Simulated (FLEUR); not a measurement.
# Spin moments and the parallel–antiparallel energy difference of tetragonally strained rocksalt NiO from all-electron PBE+U

Stretching NiO along z at constant volume lengthens one set of Ni–O–Ni bridges and shortens the other two. Whether the magnetic coupling gains or loses is therefore not obvious. The question matters for antiferromagnetic films, whose stability against heat and field depends on exchange and which a substrate can hold in a tetragonal shape. The calculations give the nickel sphere moments and the free energy of the antiparallel type-II order less that of the parallel order, per nickel atom, at the PBE+U level. Strain is measured against the cubic cell, and a negative energy difference favours the antiparallel order. A real film also changes its volume, an effect excluded here.

## Method

NiO (rocksalt): the measured cell (COD); 2 atoms in the primitive cell, fractional positions held. First order: parallel (+); second order: antiparallel (+-, cell doubled at q=(0,0,1/2)), q in fractions of the reciprocal vectors of the primitive cell. FLEUR MaX-R8.1, all-electron FLAPW in bulk geometry, scalar-relativistic valence, PBE with U = 6 eV on Ni d (double counting: FLL), basis cutoff 4.4 1/bohr, density cutoff 13.2 1/bohr, Fermi-Dirac smearing of 0.05 eV, muffin-tin radii Ni 2.21, O 1.25 bohr. Local moments are those inside the muffin-tin spheres. Collinear spins without spin-orbit coupling, 8x8x8 k-points for the first order in every row. The same in all rows: net spin moment of the whole primitive cell, first order: 2.000 μB/cell.

Notes on method and selection:

- Each run ends in the state reached from its typed start, which may not be the lowest.
- The spheres keep their radius, so sphere moments at unlike sizes cover unlike shares of space.
- The two orders are a test pair; neither need be the ground order.
- In rocksalt, q = (0,1/2,1/2) is the type-I order and q = (0,0,1/2) the type-II order.
- Runs that did not converge, have known faults or may not be shown are not listed, and runs on Ansatz's PAW sets soft_1 and soft_2 are kept to separate tables.

Columns:

- tetragonal strain factor: tetragonal strain: length of the cell along z (the main axis or a cube axis) over its starting value, the other two axes scaled to keep the volume.
- band gap (eV): Kohn-Sham band gap of the first order on its k-point mesh; set to zero under 0.1 eV or twice the smearing width (level spacings that a finite mesh gives in a metal), blank from there to 0.3 eV, where the mesh cannot tell.
- moment, second order (μB): largest spin moment inside a sphere, second order.
- largest local moment (μB): largest spin moment inside a sphere, first order.
- second less first (meV): free energy of the second order less the first, per magnetic atom, where the second keeps its moments.
- energy of strained cell (meV/cell): free energy of the strained cell in the first order above its lowest row, per primitive cell; its curvature gives the elastic constant of the tetragonal shear.

## Table of results

| member | tetragonal strain factor | band gap (eV) | moment, second order (μB) | largest local moment (μB) | second less first (meV) | energy of strained cell (meV/cell) |
| --- | --- | --- | --- | --- | --- | --- |
| tetragonal strain factor 0.9 | 0.90 | 0.67 | 1.706 | ? | ? | ? |
| tetragonal strain factor 0.93 | 0.93 | 1.28 | 1.714 | 1.786 | −92.8 | 135.1 |
| tetragonal strain factor 0.96 | 0.96 | 1.87 | 1.718 | 1.789 | −92.0 | 46.5 |
| tetragonal strain factor 0.98 | 0.98 | 2.21 | 1.719 | 1.790 | −91.7 | 7.3 |
| tetragonal strain factor 1 | 1.00 | 2.35 | 1.719 | 1.791 | −91.8 | 0.0 |
| tetragonal strain factor 1.02 | 1.02 | 2.20 | 1.719 | 1.790 | −91.6 | 4.0 |
| tetragonal strain factor 1.04 | 1.04 | 1.87 | 1.718 | 1.790 | −92.0 | 22.5 |
| tetragonal strain factor 1.07 | 1.07 | 1.37 | 1.715 | 1.788 | −93.5 | 95.1 |
| tetragonal strain factor 1.1 | 1.10 | 0.90 | 1.710 | 1.785 | −95.8 | 193.2 |

Cells marked ? are withheld until the estimate has been made.

## Mechanism

The antiparallel order is lower in every row with a shown energy difference, by 91.8 meV per nickel in the cubic cell. This agrees with the established type-II order of NiO. Between factors 0.96 and 1.04 the difference is almost flat; at 1.10 it has grown in size by 95.8 − 91.8 = 4.0 meV, or 4.0 / 91.8 = 4.4 %.

The geometry accounts for part of this weak response. Superexchange through oxygen strengthens as the bridge shortens. At constant volume one axis scales as s and two as 1/√s, so the changes linear in strain cancel in the sum over the three axes, and a gain of second order remains. If each bridge followed the same power law, the sum would scale as (s⁻ⁿ + 2sⁿᐟ²)/3, which rises somewhat faster on compression. The table has the opposite asymmetry, −92.8 meV at 0.93 against −93.5 meV at 1.07, so bond length alone is not the full account.

The moments hardly move. From the cubic cell to 1.10 the nickel sphere loses 1.719 − 1.710 = 0.009 μB in the antiparallel order and 1.791 − 1.785 = 0.006 μB in the parallel one. The nickel configuration, with two unpaired e_g electrons, stays intact. The larger contrast is between the orders, 1.791 − 1.719 = 0.072 μB in the cubic cell, as expected when covalent mixing through oxygen admits some opposite spin from antiparallel neighbours.

The gap of the parallel order is far more sensitive, falling from 2.35 eV to 0.90 eV at 1.10 and 0.67 eV at 0.90. A likely cause is that strain splits the e_g levels and broadens some of the bands; the gaps alone cannot separate the two.



## Blind estimate

Plain estimates from the members shown:

- tetragonal strain factor 0.9, mean of the 8 members shown: −92.7 meV, standard deviation 1.3

The mean of the shown members, −92.7 meV, is weighted towards the flat region around the cubic cell and should lie too high for a factor of 0.90. The compressed rows already show the difference growing at an increasing rate, so the estimate continues that change of slope.

From 0.98 to 0.96 the antiparallel order gains 0.3 / 0.02 = 15 meV per unit strain, and from 0.96 to 0.93 it gains 0.8 / 0.03 = 26.7. The midpoints of these intervals are (0.02 + 0.03) / 2 = 0.025 apart, and the midpoint of the next interval lies 0.03 further on. The next slope is then 26.7 + (26.7 − 15) × 0.03 / 0.025 = 40.7 meV per unit strain. Over the last step this adds 40.7 × 0.03 = 1.2 meV, which gives −92.8 − 1.2 = −94.0 meV.

The same procedure can be tried on the stretched side. The slopes there are 20 and 50, the next is 50 + 30 × 0.03 / 0.025 = 86, and the result for 1.10 is −93.5 − 2.6 = −96.1 meV. The calculated value is −95.8 meV, a miss of 0.3 meV.

The route is sensitive to small errors: a shift of 0.1 meV in the 0.96 row alone moves the estimate by 0.4 meV. Together with the miss on the stretched side, this supports a standard deviation of 0.5 meV.

**Committed estimate, tetragonal strain factor 0.9: second less first = −94.0 ± 0.5 meV.**

## Outcome

| member | tetragonal strain factor | band gap (eV) | moment, second order (μB) | largest local moment (μB) | second less first (meV) | energy of strained cell (meV/cell) |
| --- | --- | --- | --- | --- | --- | --- |
| tetragonal strain factor 0.9 | 0.90 | 0.67 | 1.706 | 1.780 | −94.9 | 319.3 |

| member | estimate | second less first (meV) | computed | estimate − computed | miss in error bars |
| --- | --- | --- | --- | --- | --- |
| tetragonal strain factor 0.9 | committed | −94.0 | −94.9 | +0.9 | 1.8 |
| tetragonal strain factor 0.9 | mean | −92.7 | −94.9 | +2.2 |  |

The estimate of −94.0 ± 0.5 meV missed the computed −94.9 meV by 0.9 meV, or 1.8 error bars. It still did better than the mean of the other members, which missed by 2.2 meV.

The expectation that the antiparallel order gains at an increasing rate on compression held. The rate itself was too low: the last step has a slope of 2.1 / 0.03 = 70 meV per unit strain, against the 40.7 assumed. The error bar was also too narrow. The slopes came from differences of 0.3 and 0.8 meV, while rows near the cubic cell scatter by 0.1 to 0.2 meV, which the extrapolation magnifies to roughly 0.5 to 1 meV.

The result also confirms a gap in the bond-length argument that the row at 1.10 already implied. Cancellation over the three axes explains why no linear term appears, but not why the remaining gain is so small. For a bridge law with exponent n, the gain is about n²/4 × (ln s)². With a rough n of 10, usual for superexchange, this gives 25 × 0.011 = 0.28, or 28 %, at 0.90. The computed gain is 3.1 / 91.8 = 3.4 %. What offsets the rest is left open.

## Members off the line

In the magnetic energy difference, the two end members lie farthest from the mean of all nine rows, which in size is (8 × 92.7 + 94.9) / 9 = 92.9 meV. The row at 1.10 exceeds it by 95.8 − 92.9 = 2.9 meV and the row at 0.90 by 94.9 − 92.9 = 2.0 meV. Both continue the growth seen at 1.07 and 0.93, so they are the ends of a curved trend and not stray points.

The strain energy of the parallel order is the column with real irregularities. Divided by the square of the strain, it is 7.3 / 0.02² = 18 000 meV at 0.98 but 46.5 / 0.04² = 29 000 meV at 0.96. On the stretched side it is 10 000 meV at 1.02 and 14 000 meV at 1.04. In a cubic crystal with parallel spins, small strains of either sign should cost nearly the same, yet 0.98 costs 7.3 meV and 1.02 only 4.0 meV. A plane-wave basis whose size changes in steps with the cell shape is the likeliest cause, with the k-point mesh as a second candidate, and the smallest strains are unsafe for an elastic constant. Much of such an error cancels between two orders in the same strained cell, which would explain why the magnetic difference is smoother.

## Closing remarks

From 0.90 to 1.10 at constant volume, the antiparallel type-II order stays lower than the parallel one by 91.6 to 95.8 meV per nickel, and the nickel sphere moments change by little more than 0.01 μB. The antiparallel order thus gains slightly under large strains of either sign.

The energy difference follows roughly −91.8 − 350 × (s − 1)² meV, with the coefficient taken from the two end members, (3.1 + 4.0) / (2 × 0.1²) = 355, rounded to 350. Over all nine rows the typical miss is 0.4 meV, against a scatter of 1.4 meV about the mean; the largest miss, 0.7 meV, is at 0.93.

Two choices held fixed here, the volume and U, also bear on the coupling. A film that shrinks in volume should favour the antiparallel order more, because the changes linear in bond length then no longer cancel. Lowering U should act in the same direction, because superexchange weakens as U grows.
